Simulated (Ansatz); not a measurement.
# PbS: how the settings move a single-point run

Aim: see which settings change the result for PbS, by how much, and at what cost.

Method: reference: DFT, HSE06, plane waves, PAW, in Ansatz 0.2.0.

1 further run of the same task is left out (it didn't finish). Runs told in other sessions of the task aren't counted.

## 1. The structure to begin with

The structure is orthorhombic, space group Cmcm (No. 63). The conventional cell has a = 4.127 Å, b = 11.739 Å, c = 4.260 Å, α = 90.00°, β = 90.00°, γ = 90.00°. Pb (site symmetry m2m) has 5 S at 2.68 to 2.97 Å in its first shell of neighbours. S (site symmetry m2m) has 5 Pb at 2.68 to 2.97 Å in its first shell of neighbours.

As a file:

```xyz
4
Lattice="2.0637 -5.8693 0.0000 2.0637 5.8693 0.0000 0.0000 0.0000 4.2604" Properties=species:S:1:pos:R:3 pbc="T T T"
Pb    2.0637   -4.3700    3.1953
Pb    2.0637    4.3700    1.0651
S     2.0637   -1.6866    3.1953
S     2.0637    1.6866    1.0651
```

## 2. Reference

input.yaml reads:

```yaml
crystal:
  lattice:
    - [2.0637484146, -5.8692756833, 0.0]
    - [2.0637484146, 5.8692756833, 0.0]
    - [0.0, 0.0, 4.2604423703]
  atoms:
    - { symbol: Pb, position: [0.87227726, 0.12772274, 0.75] }
    - { symbol: Pb, position: [0.12772274, 0.87227726, 0.25] }
    - { symbol: S, position: [0.6436799886, 0.3563200114, 0.75] }
    - { symbol: S, position: [0.3563200114, 0.6436799886, 0.25] }
kpoints:
  mp_grid: { grid: [4, 4, 4] }
hamiltonian:
  xc: hse06
scf:
  occupations: { method: fixed }
  n_extra_bands: 5
output:
  forces: true
  stress: true
  eigenvalues: true
```

Run with:

```sh
$ ansatz run input.yaml --threads 4 --pin off --max-ram 4608MiB --backend cpu --events-out ev --progress --plain --runs-dir out
```

## 3. Changing settings: exchange pbe, correlation pbe, coeff 1.0, omega 0.1

Edit input.yaml of step 2 so:

```diff
@@ -13,3 +13,3 @@
 hamiltonian:
-  xc: hse06
+  xc: { exchange: pbe, correlation: pbe, exx: { coeff: 1.0, omega: 0.1 } }
 scf:
```

## 4. Changing settings: exchange pbe, correlation pbe, coeff 0.75, omega 0.1

Edit input.yaml of step 2 so:

```diff
@@ -13,3 +13,3 @@
 hamiltonian:
-  xc: hse06
+  xc: { exchange: pbe, correlation: pbe, exx: { coeff: 0.75, omega: 0.1 } }
 scf:
```

## 5. Changing settings: q_mesh [1, 1, 1]

Edit input.yaml of step 2 so:

```diff
@@ -17,2 +17,3 @@
   n_extra_bands: 5
+  exx: { q_mesh: [1, 1, 1] }
 output:
```

## 6. A further run, with the input changed

Edit input.yaml of step 2 so:

```diff
@@ -15,3 +15,3 @@
 scf:
-  occupations: { method: fixed }
+  occupations: { method: tetrahedron }
   n_extra_bands: 5
```

(Steps that only read results are left out.)

Before running it: what results should come out? Wanted: for each run, ending; energy change; pressure; gap; force.

As calculated:

```
                                                    run     ending   energy change  pressure (GPa)  gap (eV)  force (eV/Å)  cycles    time
                                              reference  converged               -             0.6      1.80          0.12      14    20 s
 1: exchange pbe, correlation pbe, coeff 1.0, omega 0.1  converged  not comparable            -3.4      5.08          0.73      27    30 s
2: exchange pbe, correlation pbe, coeff 0.75, omega 0.1  converged  not comparable            -2.2      4.00          0.52      23    28 s
                                    3: q_mesh [1, 1, 1]  converged               -             0.6      1.80          0.12      14    21 s
                      4: occupations.method tetrahedron    refused               -               -         -             -       -  0.03 s
```

Residual by cycle in the longest SCF loop of each run; runs are numbered as in the table. The quantity is the density residual dr2, in eV.

```
cycle  reference    run 1    run 2    run 3
    1     0.0283   2.0e-4   8.9e-5   0.0283
    2    0.00419   8.3e-5   2.3e-5  0.00419
    3    0.00156   5.5e-6   2.3e-6  0.00156
    4     9.7e-5   6.5e-7   3.7e-7   9.7e-5
    5     2.3e-5   9.3e-8   3.0e-8   2.3e-5
    6     3.0e-6   2.8e-8   5.3e-9   3.0e-6
    7          -   2.5e-9  1.8e-10        -
    8          -  4.4e-10        -        -
```

**Reading.** The gap of the reference lacks spin-orbit coupling, though the cell holds Pb. 1 of the 4 altered inputs did not end normally.
